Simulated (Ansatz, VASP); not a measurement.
## One calculation of CdS (Greenockite), two programs

```
Cd S
1.0
     4.15000    0.00000    0.00000
    -2.07500    3.59401    0.00000
     0.00000    0.00000    6.73700
Cd S
2 2
Cartesian
  2.0750 1.1980 3.3685
  0.0000 2.3960 0.0000
  2.0750 1.1980 5.8949
  0.0000 2.3960 2.5264
```

Alike in both runs: task single point; functional PBE; k mesh 7 × 7 × 4; occupations gaussian, width 0.028 eV; no spin polarisation.

```csv
,VASP,Ansatz
version,VASP 6.6.1,Ansatz 0.2.0
potentials or method,"VASP PAW PBE potentials, release 64 (Cd, S)",Ansatz PAW
plane-wave cutoff (eV),520,420
valence electrons in the cell,36,52
```

|  | VASP | Ansatz | Ansatz less VASP |
| --- | --- | --- | --- |
| gap on the k mesh at the Fermi level (eV) | 1.20 | 1.20 | -0.003 |
| least direct gap on the mesh (eV) | 1.20 | 1.20 | -0.003 |
| pressure (GPa) | 2.4 | 2.1 | -0.34 |
| largest component of the traceless stress (GPa) | 0.44 | 0.42 | -0.014 |
| rms of the force components (eV/Å) | 0.040 | 0.039 | -0.0009 |

Atom by atom the forces differ by 0.001 eV/Å (rms over components). The functional is the same, so the differences come from potentials, cutoffs and numerics. The two sets of potentials don't hold the same shells in valence.

Caveats: odd divisions of the mesh miss points on the zone boundary, where band edges often lie, so the gap on the mesh can be too wide (Ansatz). As with any semilocal functional, this PBE gap is likely too small.
